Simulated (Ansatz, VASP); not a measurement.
## One calculation of CaF2 (Fluorite), two programs

```xyz
3
Lattice="0.0000 2.6631 2.6631 2.6631 0.0000 2.6631 2.6631 2.6631 0.0000" Properties=species:S:1:pos:R:3 pbc="T T T"
Ca    0.0000    0.0000    0.0000
F     1.3315    1.3315    1.3315
F     3.9946    3.9946    3.9946
```

Alike in both runs: functional LDA; k mesh 8 × 8 × 8; occupations gaussian, width 0.02 eV; no spin polarisation.

Ansatz relaxed the structure, and its values are those at the end. VASP's run is a single point on that final structure, the one shown.

|  | VASP | Ansatz |
| --- | --- | --- |
| version | VASP 6.6.1 | Ansatz 0.2.0 |
| potentials or method | VASP PAW LDA potentials, release 64 (Ca_sv, F) | scalar-relativistic, plane waves, PAW |
| plane-wave cutoff (eV) | 520 | 420 |
| valence electrons in the cell | 24 | 24 |

```tsv
	VASP	Ansatz	Ansatz less VASP
gap on the k mesh at the Fermi level (eV)	7.35	7.38	+0.026
least direct gap on the mesh (eV)	7.63	7.65	+0.024
pressure (GPa)	0.6	0.0	-0.63
```

A k mesh can miss the band edges.
